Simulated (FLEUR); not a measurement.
# PbO2 (P1) in FLEUR: convergence with lnonsphr

Aim: find how far lnonsphr must go before the results for PbO2 settle, at LDA. This setting moves, with any that are tied to it; all else stays.

Program: FLEUR MaX-R8.1 (later development tree). These are calculated values, not measurements. Logs are shortened: lines on timing, memory, paths and dates and some standing lists are left out, and cuts for length are marked.

## (1) The cell of the first run

The typed cell holds 3 atoms: a = 3.821 Å, b = 3.821 Å, c = 3.821 Å, α = 60.00°, β = 60.00°, γ = 60.00°.

The cell comes from a database or a generator and needn't be the stable form of this composition.

The cell isn't the ideal one: atoms moved at random.

## (2) With lnonsphr 2

The input, inp.xml:

```xml
<?xml version="1.0" encoding="UTF-8" standalone="no"?>
<fleurInput fleurInputVersion="0.39">
   <comment>
      PbO2                                                                                                
   </comment>
   <calculationSetup>
      <cutoffs Kmax="4.65" Gmax="14.4" GmaxXC="14.4" numbands="0"/>
      <scfLoop itmax="60" minDistance="0.00001" maxIterBroyd="15" imix="Anderson" alpha="0.05" precondParam="0.0" spinf="2.0" sdNocoIR="T"/>
      <coreElectrons ctail="T" frcor="F" kcrel="0" coretail_lmax="0"/>
      <xcFunctional name="vwn" relativisticCorrections="F"/>
      <magnetism jspins="1"/>
      <soc l_soc="F" theta="0.0" phi="0.0" spav="F"/>
      <expertModes spex="0" secvar="F"/>
      <geometryOptimization l_f="T" forcealpha="1.0" forcemix="BFGS" epsdisp="0.0005" epsforce="0.0002"/>
      <ldaU l_linMix="F" mixParam="0.05" spinf="1.0"/>
   </calculationSetup>
   <cell>
      <bzIntegration valenceElectrons="32.0" mode="hist" fermiSmearingEnergy="0.00183747">
         <kPointListSelection listName="default-1"/>
         <!-- k-points included here -->
         <xi:include xmlns:xi="http://www.w3.org/2001/XInclude" href="kpts.xml"> </xi:include>
      </bzIntegration>
      <!-- symmetry operations included here -->
      <xi:include xmlns:xi="http://www.w3.org/2001/XInclude" href="sym.xml"> </xi:include>
      <bulkLattice scale="1.0">
         <bravaisMatrix>
            <row-1>    0.0000000000000000     5.1060248708602032     5.1060248708602032</row-1>
            <row-2>    5.1060248708602032     0.0000000000000000     5.1060248708602032</row-2>
            <row-3>    5.1060248708602032     5.1060248708602032     0.0000000000000000</row-3>
         </bravaisMatrix>
      </bulkLattice>
   </cell>
   <atomSpecies>
      <species name="Lead (Pb)" element="Pb" atomicNumber="82">
         <mtSphere radius="2.39" gridPoints="801" logIncrement="0.017"/>
         <atomicCutoffs lmax="10" lnonsphr="2"/>
         <electronConfig flipSpins="F">
            <coreConfig>(1s1/2) (2s1/2) (2p1/2) (2p3/2) (3s1/2) (3p1/2) (3p3/2) (4s1/2) (3d3/2) (3d5/2) (4p1/2) (4p3/2) (4d3/2) (4d5/2) (4f5/2) (4f7/2) (5s1/2)</coreConfig>
            <valenceConfig>(5p1/2) (5p3/2) (6s1/2) (5d3/2) (5d5/2) (6p1/2) (6p3/2)</valenceConfig>
            <stateOccupation state="(6p1/2)" spinUp="0.333333" spinDown="0.333333"/>
            <stateOccupation state="(6p3/2)" spinUp="0.666667" spinDown="0.666667"/>
         </electronConfig>
         <energyParameters s="6" p="6" d="5" f="5"/>
         <lo type="SCLO" l="1" n="5" eDeriv="0"/>
         <lo type="SCLO" l="1" n="5" eDeriv="1"/>
         <lo type="SCLO" l="0" n="6" eDeriv="2"/>
         <lo type="SCLO" l="2" n="5" eDeriv="2"/>
         <lo type="SCLO" l="3" n="5" eDeriv="2"/>
      </species>
      <species name="Oxygen (O)" element="O" atomicNumber="8">
         <mtSphere radius="1.55" gridPoints="519" logIncrement="0.02"/>
         <atomicCutoffs lmax="8" lnonsphr="2"/>
         <electronConfig flipSpins="F">
            <coreConfig>(1s1/2)</coreConfig>
            <valenceConfig>(2s1/2) (2p1/2) (2p3/2)</valenceConfig>
            <stateOccupation state="(2p1/2)" spinUp="0.666667" spinDown="0.666667"/>
            <stateOccupation state="(2p3/2)" spinUp="1.333333" spinDown="1.333333"/>
         </electronConfig>
         <energyParameters s="2" p="2" d="3" f="4"/>
         <lo type="SCLO" l="0" n="2" eDeriv="2"/>
         <lo type="SCLO" l="1" n="2" eDeriv="2"/>
         <lo type="SCLO" l="2" n="3" eDeriv="2"/>
      </species>
   </atomSpecies>
   <atomGroups>
      <atomGroup species="Lead (Pb)">
         <relPos label="                   1">-.0038920000 .0019790000 .0053630000</relPos>
         <force calculate="T" relaxXYZ="TTT"/>
      </atomGroup>
      <atomGroup species="Oxygen (O)">
         <relPos label="                   2">-.2545800000 -.2531390000 -.2580460000</relPos>
         <force calculate="T" relaxXYZ="TTT"/>
      </atomGroup>
      <atomGroup species="Oxygen (O)">
         <relPos label="                   3">.2379960000 .2722400000 .2412150000</relPos>
         <force calculate="T" relaxXYZ="TTT"/>
      </atomGroup>
   </atomGroups>
   <output dos="F" band="F" slice="F">
      <checks vchk="F" cdinf="F"/>
      <bandDOS minEnergy="-.5*Htr" maxEnergy="0.5*Htr" sigma="0.015" storeEVData="T"/>
      <vacuumDOS vacdos="F" integ="F" star="F" nstars="0" locx1="0.0" locy1="0.0" locx2="0.0" locy2="0.0" nstm="0" tworkf="0.0"/>
      <unfoldingBand unfoldBand="F" supercellX="1" supercellY="1" supercellZ="1"/>
      <plotting iplot="0" polar="F">
         <plot TwoD="T" vec1="  1.0  0.0  0.0" vec2="  0.0  1.0  0.0" vec3="  0.0  0.0  1.0" zero="  0.0  0.0  0.0" file="plot"/>
      </plotting>
      <chargeDensitySlicing numkpt="0" minEigenval="0.0" maxEigenval="0.0" nnne="0" pallst="F"/>
      <specialOutput eonly="F"/>
      <moessbauerParams electricFieldGradient="T" isomerShift="T" coreHyperfine="T" valenceHyperfine="T"/>
      <magneticCircularDichroism mcd="F" energyLo="-10.0" energyUp="0.0"/>
   </output>
  <!-- We include the file relax.xml here to enable relaxations (see documentation) -->
  <xi:include xmlns:xi="http://www.w3.org/2001/XInclude" href="relax.xml"> <xi:fallback/> </xi:include>
</fleurInput>
```

The input, crystal.txt:

```
PbO2
&input cartesian=F /
0.0000000000  2.7019920000  2.7019920000
2.7019920000  0.0000000000  2.7019920000
2.7019920000  2.7019920000  0.0000000000
1.8897261246
1.0 1.0 1.0

3
82 -0.0038920000  0.0019790000  0.0053630000
8 0.7454200000  0.7468610000  0.7419540000
8 0.2379960000  0.2722400000  0.2412150000

&kpt div1=4 div2=4 div3=4 gamma=T /
```

Potentials or basis: all-electron, FLAPW.

Run with:

```console
inpgen -f crystal.txt -profile fastHighL
# inp.xml edited to the form shown
fleur_MPI
```

Run time: 3.6 s. Hardware: 1 thread of Arm Neoverse V1, shared host; peak memory 0.07 GiB.

The program refused the input.

## (3) With lnonsphr 3

Edit inp.xml of step 2 so:

```diff
@@ -35,3 +35,3 @@
          <mtSphere radius="2.39" gridPoints="801" logIncrement="0.017"/>
-         <atomicCutoffs lmax="10" lnonsphr="2"/>
+         <atomicCutoffs lmax="10" lnonsphr="3"/>
          <electronConfig flipSpins="F">
@@ -51,3 +51,3 @@
          <mtSphere radius="1.55" gridPoints="519" logIncrement="0.02"/>
-         <atomicCutoffs lmax="8" lnonsphr="2"/>
+         <atomicCutoffs lmax="8" lnonsphr="3"/>
          <electronConfig flipSpins="F">
```

crystal.txt is that of step 2.

Potentials or basis: all-electron, FLAPW.

Run with:

```console
inpgen -f crystal.txt -profile fastHighL
# inp.xml edited to the form shown
fleur_MPI
```

It took 4.4 min on 1 thread of Arm Neoverse V1, shared host; peak memory 0.22 GiB.

Results:

```
Free energy                                           : -573251.6514 eV
Largest force                                         : 0.480 eV/Å
Valence electrons inside the program's atomic spheres : Pb 17.18; O 4.89 (radii Pb 2.39, O 1.55 bohr)
```

## (4) With lnonsphr 4

Edit inp.xml of step 3 so:

```diff
@@ -35,3 +35,3 @@
          <mtSphere radius="2.39" gridPoints="801" logIncrement="0.017"/>
-         <atomicCutoffs lmax="10" lnonsphr="3"/>
+         <atomicCutoffs lmax="10" lnonsphr="4"/>
          <electronConfig flipSpins="F">
@@ -51,3 +51,3 @@
          <mtSphere radius="1.55" gridPoints="519" logIncrement="0.02"/>
-         <atomicCutoffs lmax="8" lnonsphr="3"/>
+         <atomicCutoffs lmax="8" lnonsphr="4"/>
          <electronConfig flipSpins="F">
```

crystal.txt is that of step 3.

Run with:

```console
inpgen -f crystal.txt -profile fastHighL
# inp.xml edited to the form shown
fleur_MPI
```

It took 4.5 min on 1 thread of Arm Neoverse V1, shared host; peak memory 0.22 GiB.

What came out:

- Free energy: -573251.6697 eV
- Largest force: 0.469 eV/Å
- Valence electrons inside the program's atomic spheres: Pb 17.18; O 4.89 (radii Pb 2.39, O 1.55 bohr)

## (5) With lnonsphr 5

Edit inp.xml of step 4 so:

```diff
@@ -35,3 +35,3 @@
          <mtSphere radius="2.39" gridPoints="801" logIncrement="0.017"/>
-         <atomicCutoffs lmax="10" lnonsphr="4"/>
+         <atomicCutoffs lmax="10" lnonsphr="5"/>
          <electronConfig flipSpins="F">
@@ -51,3 +51,3 @@
          <mtSphere radius="1.55" gridPoints="519" logIncrement="0.02"/>
-         <atomicCutoffs lmax="8" lnonsphr="4"/>
+         <atomicCutoffs lmax="8" lnonsphr="5"/>
          <electronConfig flipSpins="F">
```

crystal.txt is that of step 4.

Run with:

```console
inpgen -f crystal.txt -profile fastHighL
# inp.xml edited to the form shown
fleur_MPI
```

Wall time 4.5 min (1 thread of Arm Neoverse V1, shared host); peak memory 0.22 GiB.

Results:

| Item | Value |
| --- | --- |
| Free energy | -573251.6798 eV |
| Largest force | 0.464 eV/Å |
| Valence electrons inside the program's atomic spheres | Pb 17.18; O 4.89 (radii Pb 2.39, O 1.55 bohr) |

## (6) With lnonsphr 6

Edit inp.xml of step 5 so:

```diff
@@ -35,3 +35,3 @@
          <mtSphere radius="2.39" gridPoints="801" logIncrement="0.017"/>
-         <atomicCutoffs lmax="10" lnonsphr="5"/>
+         <atomicCutoffs lmax="10" lnonsphr="6"/>
          <electronConfig flipSpins="F">
@@ -51,3 +51,3 @@
          <mtSphere radius="1.55" gridPoints="519" logIncrement="0.02"/>
-         <atomicCutoffs lmax="8" lnonsphr="5"/>
+         <atomicCutoffs lmax="8" lnonsphr="6"/>
          <electronConfig flipSpins="F">
```

crystal.txt is that of step 5.

Potentials or basis: all-electron, FLAPW.

Run with:

```console
inpgen -f crystal.txt -profile fastHighL
# inp.xml edited to the form shown
fleur_MPI
```

It took 4.6 min on 1 thread of Arm Neoverse V1, shared host; peak memory 0.22 GiB.

Results:

```
Free energy                                           : -573251.6839 eV
Largest force                                         : 0.461 eV/Å
Valence electrons inside the program's atomic spheres : Pb 17.18; O 4.89 (radii Pb 2.39, O 1.55 bohr)
```

## (7) With lnonsphr 8

Edit inp.xml of step 6 so:

```diff
@@ -35,3 +35,3 @@
          <mtSphere radius="2.39" gridPoints="801" logIncrement="0.017"/>
-         <atomicCutoffs lmax="10" lnonsphr="6"/>
+         <atomicCutoffs lmax="10" lnonsphr="8"/>
          <electronConfig flipSpins="F">
@@ -51,3 +51,3 @@
          <mtSphere radius="1.55" gridPoints="519" logIncrement="0.02"/>
-         <atomicCutoffs lmax="8" lnonsphr="6"/>
+         <atomicCutoffs lmax="8" lnonsphr="8"/>
          <electronConfig flipSpins="F">
```

crystal.txt is that of step 6.

Potentials or basis: all-electron, FLAPW.

Run with:

```console
inpgen -f crystal.txt -profile fastHighL
# inp.xml edited to the form shown
fleur_MPI
```

Log:

```text
Welcome to FLEUR        (www.flapw.de)
      MaX-Release 8.1          (www.max-centre.eu)

 ========== k-point set info ==========
 Selected k-point list: default-1
 k-point list type: mesh
 4 x 4 x 4
 Number of k points: 36

 ------------Calculation Setup---------------------------
 Number of MPI-tasks      :            1
 Number of PE/node        :            1
 Number of OMP-threads    :            1
 Most efficient MPI parallelization for:
           1           2           3           4           6           9          12          18          36
 Additional eigenvalue parallelization possible
 Number of basis functions:          569
 Approximate size of matrices (H+S) per k-point:         0.010 GB
 --------------------------------------------------------
 Iteration:     1   Distance:      25.76391291 me/bohr^3
 Iteration:     2   Distance:      22.12118500 me/bohr^3
 Iteration:     3   Distance:       9.21793948 me/bohr^3
 Iteration:     4   Distance:       3.57968022 me/bohr^3
 Iteration:     5   Distance:       1.41136924 me/bohr^3
 Iteration:     6   Distance:       0.35182370 me/bohr^3
 Iteration:     7   Distance:       0.33940570 me/bohr^3
 Iteration:     8   Distance:       0.13312041 me/bohr^3
 Iteration:     9   Distance:       0.03010804 me/bohr^3
 Iteration:    10   Distance:       0.03009471 me/bohr^3
 Iteration:    11   Distance:       0.00838286 me/bohr^3
 Iteration:    12   Distance:       0.00084886 me/bohr^3
 Iteration:    13   Distance:       0.00131976 me/bohr^3
 Iteration:    14   Distance:       0.00020499 me/bohr^3
 Iteration:    15   Distance:       0.00003063 me/bohr^3
 Iteration:    16   Distance:       0.00002284 me/bohr^3
 Iteration:    17   Distance:       0.00001357 me/bohr^3
 Iteration:    18   Distance:       0.00000422 me/bohr^3
 Reset of history

 ********************************************************************
 Run finished successfully
 Stop message:
   Structural relaxation: new displacements generated
 ********************************************************************
```

out.xml (last iteration):

```text
<iteration numberForCurrentRun="   19" overallNumber="   19">
         <energyParameters units="Htr">
            <atomicEP atomType="1" spin="1" branch="6s" branchLowest="-4.82" branchHighest="1.02" value="-0.0660167385"/>
            <atomicEP atomType="1" spin="1" branch="6p" branchLowest="-2.66" branchHighest="2.05" value="0.1740690807"/>
[... 149 lines left out ...]
         <totalForcesOnRepresentativeAtoms units="Htr/bohr">
            <forceTotal atomType="1" x="0.037488" y="0.007511" z="-0.009768" F_x="-0.00103766" F_y="-0.00498878" F_z="0.00176128"/>
            <forceTotal atomType="2" x="-2.610123" y="-2.617481" z="-2.592426" F_x="0.00665031" F_y="0.00023395" F_z="0.00331534"/>
            <forceTotal atomType="3" x="2.621714" y="2.446863" z="2.605278" F_x="-0.00561275" F_y="0.00473761" F_z="-0.00506691"/>
         </totalForcesOnRepresentativeAtoms>
      </iteration>
```

It took 4.8 min on 1 thread of Arm Neoverse V1, shared host; peak memory 0.22 GiB.

Results:

```
Free energy                                           : -573251.6871 eV
Largest force                                         : 0.459 eV/Å
Valence electrons inside the program's atomic spheres : Pb 17.18; O 4.89 (radii Pb 2.39, O 1.55 bohr)
```

## (8) The series at a glance

```tsv
lnonsphr	energy less the tightest run, at zero smearing (meV/atom)	largest force (eV/Å)	SCF cycles	CPU time (s)	peak memory (GiB)
2	refused	-	-	-	-
3	11.89	0.480	19	270	0.22
4	5.81	0.469	19	270	0.22
5	2.44	0.464	19	270	0.22
6	1.07	0.461	19	270	0.22
8	0.00	0.459	19	290	0.22
```

Against the tightest run, the largest force stays within 0.005 eV/Å from 6 on. Not settled before the last step: the energy (to 1 meV/atom). The tightest run that finished is the yardstick and may itself not be fully converged.

Caveats: all runs use coarse meshes.
